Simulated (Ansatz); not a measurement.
**Ca (Pm-3m), stationary points along a deformation path**

Theory: DFT PBEsol, scalar-relativistic, plane waves, PAW (Ansatz 0.2.0). Cutoff 420 eV, Γ-centred 20×20×20 k-points, Gaussian smearing of 0.15 eV. No spin polarisation. Energies are free energies at this smearing, counted from the undisturbed cell; pressure is positive in compression.

Reference structure (relaxed at this level; with this scan's settings it stands at 0.1 GPa; this simple cubic form isn't the usual structure):

```
Ca
1.0
     3.44720    0.00000    0.00000
     0.00000    3.44720    0.00000
     0.00000    0.00000    3.44720
Ca
1
Cartesian
  0.0000 0.0000 0.0000
```

At fixed volume and fractional coordinates, lengths along (0.577, 0.577, 0.577) are scaled against those across it; ρ is that ratio over its starting value. V = 40.964 Å³/atom. Δσ is the stress along the axis less the mean stress across it (compression positive).

| ρ | ΔE (meV/atom) | Δσ (GPa) | space group |
| --- | --- | --- | --- |
| 0.500 | -380.4 | 0.00 | Im-3m |
| 0.600 | -310.0 | -4.25 | R-3m |
| 0.710 | -168.5 | -5.03 | R-3m |
| 0.850 | -41.2 | -2.92 | R-3m |
| 1.000 | 0.0 | 0.00 | Pm-3m |
| 1.200 | -51.5 | 3.24 | R-3m |
| 1.410 | -170.8 | 5.16 | R-3m |
| 1.700 | -333.2 | 4.25 | R-3m |
| 2.000 | -395.6 | 0.00 | Fm-3m |

Task: How does the stress give the slope of the energy, and where is the energy stationary?

Result: Along the path d ln(length) is 2/3 d ln ρ on the axis and −1/3 d ln ρ across it, so dE/d ln ρ = −(2/3) V Δσ: the energy falls with ρ where Δσ is positive. Δσ vanishes or changes sign at ρ = 0.500 (Im-3m, an end of the scan), at -380.4 meV/atom; at ρ = 1.000 (Pm-3m), a maximum at 0.0 meV/atom; at ρ = 2.000 (Fm-3m, an end of the scan), at -395.6 meV/atom. Pairs of stationary points between two samples would go unseen, and could change a minimum read from distant neighbours into a maximum. At ρ = 0.500, 1.000, 2.000 the cell is cubic, where symmetry alone makes the stress isotropic and the slope zero.

Task: Is the start the lowest point of the path?

Result: No: ρ = 2.000 lies 395.6 meV/atom lower, with no sampled rise above the start on the way. Volume and inner coordinates are held, so a relaxed structure there would lie lower still.

In a metal these slopes depend on the k mesh and the smearing.